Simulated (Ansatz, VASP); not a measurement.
**One calculation of MgO, two programs**

File INCAR:

```
PREC = Accurate ; ENCUT = 520
EDIFF = 1E-6 ; ISMEAR = 0
SIGMA = 0.05 ; LREAL = False
LASPH = True ; NELM = 100
ALGO = Normal ; ISIF = 2
LWAVE = False ; LCHARG = True
GGA = PS ; LELF = True
LVHAR = True ; NBANDS = 16
```

The input KPOINTS:

```
regular mesh
0
Gamma
  9 9 6
```

POSCAR

```
MgO
1.0
    3.3077869865      0.0000000000      0.0000000000
   -1.6538934933      2.8646275606      0.0000000000
    0.0000000000      0.0000000000      4.9828816700
Mg O
2 2
Direct
    0.3333333333      0.6666666667      0.0021597400
    0.6666666667      0.3333333333      0.5021597400
    0.3333333333      0.6666666667      0.4024402600
    0.6666666667      0.3333333333      0.9024402600
```

Input for Ansatz:

```yaml
crystal:
  lattice:
    - [3.3077869865, 0.0, 0.0]
    - [-1.6538934933, 2.8646275606, 0.0]
    - [0.0, 0.0, 4.98288167]
  atoms:
    - { symbol: Mg, position: [0.3333333333, 0.6666666667, 0.00215974] }
    - { symbol: Mg, position: [0.6666666667, 0.3333333333, 0.50215974] }
    - { symbol: O, position: [0.3333333333, 0.6666666667, 0.40244026] }
    - { symbol: O, position: [0.6666666667, 0.3333333333, 0.90244026] }
basis:
  ecutwfc: 420
kpoints:
  mp_grid: { grid: [9, 9, 6] }
hamiltonian:
  xc: pbesol
scf:
  occupations: { method: gaussian, width: 0.05 }
output:
  forces: true
  stress: true
  eigenvalues: true
```

Measurements of this composition are mostly on another form, of space group No. 225.

Alike in both runs: task single point; functional PBEsol; k mesh 9 × 9 × 6; occupations gaussian, width 0.05 eV; no spin polarisation.

|  | VASP | Ansatz |
| --- | --- | --- |
| version | VASP 6.6.1 | Ansatz 0.2.0 |
| potentials or method | VASP PAW PBE potentials, release 64 (Mg, O) | scalar-relativistic, plane waves, PAW |
| plane-wave cutoff (eV) | 520 | 420 |
| valence electrons in the cell | 16 | 32 |

VASP gave:

* gap on the k mesh at the Fermi level (eV): 3.34
* least direct gap on the mesh (eV): 3.34
* pressure (GPa): 0.1
* rms of the force components (eV/Å): 0.005

**Question.** Estimate Ansatz's values.

**Answer.** gap on the k mesh at the Fermi level (eV): 3.34; least direct gap on the mesh (eV): 3.34; pressure (GPa): 0.3; rms of the force components (eV/Å): 0.005.

Atom by atom the forces differ by 0.000 eV/Å (rms over components). The two sets of potentials don't hold the same shells in valence.

Caveats: the PAW data sets were made with another functional, which shifts forces and pressure a little (VASP); an odd mesh through Γ misses points on the zone boundary, where band edges often lie. Expect the measured gap to be larger: semilocal functionals such as PBEsol lack the derivative discontinuity.
